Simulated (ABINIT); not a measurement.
Here is an ABINIT 10.8.3 (patched build) calculation.

run.abi

```
ndtset 7
getwfk -1
scalecart1 3*0.9795861087
scalecart2 3*0.9864848297
scalecart3 3*0.9932883884
scalecart4 3*1.0000000000
scalecart5 3*1.0066227096
scalecart6 3*1.0131594038
scalecart7 3*1.0196128224

pp_dirpath "./"
pseudos "Zr.GGA_PBE-JTH.xml, N.GGA_PBE-JTH.xml"

acell 3.2526911935 3.2526911935 3.2526911935 Angstrom
rprim
     0.0000000000     0.7071067812     0.7071067812
     0.7071067812     0.0000000000     0.7071067812
     0.7071067812     0.7071067812     0.0000000000
ntypat 2
znucl 40 7
natom 2
typat 1 2
xred
     0.5000000000     0.5000000000     0.5000000000
     0.0000000000     0.0000000000     0.0000000000

ecut 26.0
pawecutdg 48.0
pawxcdev 0

kptopt 1
ngkpt 10 10 10
nshiftk 1
shiftk 0.0 0.0 0.0

ixc 11

nband 13
occopt 3
tsmear 0.00183747

nstep 100
tolvrs 1.0e-9

iomode 3
prtwf 1
prtden 0
prteig 0
prtebands 0
```

Potentials or basis: JTH PAW PBE v2.0.

Launch:

```console
$ abinit run.abi > log 2>&1
```

(1) What does it give for the pressure derivative of the bulk modulus?

(2) Predict the bulk modulus.

(3) Estimate the equilibrium volume.

## Answers

(1) 4.3.

(2) 249 GPa.

(3) 12.12 Å³/atom.

Caveat: pressures at fixed basis lie under the slope of the energies.
